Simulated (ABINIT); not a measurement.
The system is TaN.

```
Ta N
1.0
     0.00000    2.21132    2.21132
     2.21132    0.00000    2.21132
     2.21132    2.21132    0.00000
Ta N
1 1
Direct
  0.50000 0.50000 0.50000
  0.00000 0.00000 0.00000
```

The cell comes from a database or a generator and needn't be the stable form of this composition.

| Quantity | Value |
| --- | --- |
| Program | ABINIT 10.8.3 (patched build) |
| Task | single point |
| Functional | PBE |
| Potentials or basis | JTH PAW PBE v2.0 |
| Cutoff | 707 eV |
| k mesh | 10 × 10 × 10 |
| Occupations | fermi-dirac, width 0.05 eV |
| Spin | no spin polarisation |

On this cell: pressure -1.6 GPa; largest force zero by symmetry; band gap on the k mesh none (metal or under the smearing width).

The same run follows on a disturbed copy (atoms moved at random, drawn with an rms of 0.05 Å):

```xyz
2
Lattice="0.0000 2.2113 2.2113 2.2113 0.0000 2.2113 2.2113 2.2113 0.0000" Properties=species:S:1:pos:R:3 pbc="T T T"
Ta    2.2405    2.3053    2.2063
N     0.0022    0.0062   -0.0610
```

Problem. What changes?

Solution. The energy (extrapolated to zero smearing) moves by +21.0 meV/atom; pressure 0.3 GPa; largest force 0.837 eV/Å; band gap on the k mesh none (metal or under the smearing width).

Forces on the atoms (eV/Å):
```
Ta  -0.208 -0.682 -0.438
N    0.208  0.682  0.438
```

Stress tensor (GPa, compression positive):
```
-0.95 -0.18 -0.08
-0.18  1.73 -0.32
-0.08 -0.32  0.01
```

Caveats: the highest band is partly filled, so the run has too few bands (some runs).
